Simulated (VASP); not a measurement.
Output of a VASP run:

File OSZICAR:
```
       N       E                     dE             d eps       ncg     rms          rms(c)
DAV:   1     0.871514987713E+02    0.87151E+02   -0.55457E+03   480   0.907E+02
DAV:   2     0.472528489949E+00   -0.86679E+02   -0.81759E+02   704   0.166E+02
DAV:   3    -0.623947823704E+01   -0.67120E+01   -0.66927E+01   596   0.533E+01
DAV:   4    -0.630610554716E+01   -0.66627E-01   -0.66604E-01   556   0.634E+00
DAV:   5    -0.630672293315E+01   -0.61739E-03   -0.61733E-03   612   0.581E-01    0.180E+00
DAV:   6    -0.606130929785E+01    0.24541E+00   -0.37334E-01   528   0.303E+00    0.111E+00
DAV:   7    -0.602045625775E+01    0.40853E-01   -0.18613E-01   580   0.218E+00    0.597E-01
DAV:   8    -0.602336210480E+01   -0.29058E-02   -0.12615E-02   548   0.793E-01    0.962E-02
DAV:   9    -0.602382324742E+01   -0.46114E-03   -0.25254E-03   572   0.304E-01    0.815E-02
DAV:  10    -0.602387029347E+01   -0.47046E-04   -0.16803E-04   552   0.103E-01    0.119E-02
DAV:  11    -0.602387590065E+01   -0.56072E-05   -0.36656E-05   588   0.362E-02    0.475E-03
DAV:  12    -0.602387584431E+01    0.56345E-07   -0.76024E-06   564   0.169E-02
   1 F= -.60238758E+01 E0= -.60238758E+01  d E =-.602388E+01
```

OUTCAR:
```
------------------------ aborting loop because EDIFF is reached ----------------------------------------
  FORCE on cell =-STRESS in cart. coord.  units (eV):
  Direction    XX          YY          ZZ          XY          YZ          ZX
  --------------------------------------------------------------------------------------
  Total        0.0178813      0.0178813      0.0178813      0.0000000      0.0000000      0.0000000
  in kB        0.3394449      0.3394449      0.3394449      0.0000000      0.0000000      0.0000000
  external PRESSURE =       0.3394449 kB  Pullay stress =       0.0000000 kB
  volume of cell :       84.40
      direct lattice vectors                 reciprocal lattice vectors
     4.386455878  0.000000000  0.000000000     0.227974480  0.000000000  0.000000000
     0.000000000  4.386455878  0.000000000     0.000000000  0.227974480  0.000000000
     0.000000000  0.000000000  4.386455878     0.000000000  0.000000000  0.227974480
 POSITION                                       TOTAL-FORCE (eV/Angst)
 -----------------------------------------------------------------------------------
      0.00000      0.00000      0.00000         0.000000      0.000000      0.000000
      2.19323      2.19323      2.19323         0.000000      0.000000      0.000000
 -----------------------------------------------------------------------------------
    total drift:                                0.000000      0.000000     -0.000000
  FREE ENERGIE OF THE ION-ELECTRON SYSTEM (eV)
  ---------------------------------------------------
  free  energy   TOTEN  =        -6.0238758443 eV

  energy  without entropy=       -6.0238758443  energy(sigma->0) =       -6.02387584

 reached required accuracy - stopping structural energy minimisation
```
(Selected blocks of OUTCAR.)

POSCAR:
```
CsBr
1
    4.3864558785     0.0000000000    -0.0000000000
   -0.0000000000     4.3864558785     0.0000000000
    0.0000000000     0.0000000000     4.3864558785
Cs Br
1 1
Direct
  0.0000000000   0.0000000000   0.0000000000
  0.5000000000   0.5000000000   0.5000000000
```

Q: Write an INCAR and KPOINTS that could have produced this output.

A: Several could match; the one computed here: the input of the run itself, PBE GGA, plane waves, VASP's PBE PAW potentials (set 64).

INCAR:
```
EDIFF = 1E-6
IBRION = 2
SIGMA = 0.05   ! width (eV)
NSW = 60   ! most ionic steps
LWAVE = .FALSE.
LCHARG = .FALSE.
LASPH = .TRUE.   ! aspherical one-centre terms
LREAL = .FALSE.   ! projection in real space or not
LMAXMIX = 4   ! l cut-off of mixed one-centre charges
NELM = 100
ISIF = 3   ! ions, shape and volume
ENCUT = 400   ! plane-wave cut-off (eV)
PREC = Accurate
EDIFFG = -0.01   ! ionic stop
ALGO = Normal   ! blocked Davidson
SYSTEM = CsBr
ISMEAR = 0   ! Gaussian
GGA = PE
```

KPOINTS:
```
Regular mesh
0
gamma
6 6 6
0 0 0
```

POTCAR, in this order: Cs_sv Br (PBE.64 set). Program: vasp_std.

The compound is CsBr in the CsCl type structure. It was relaxed first, which changed the volume by +7 %. The start is the result of an earlier pass.
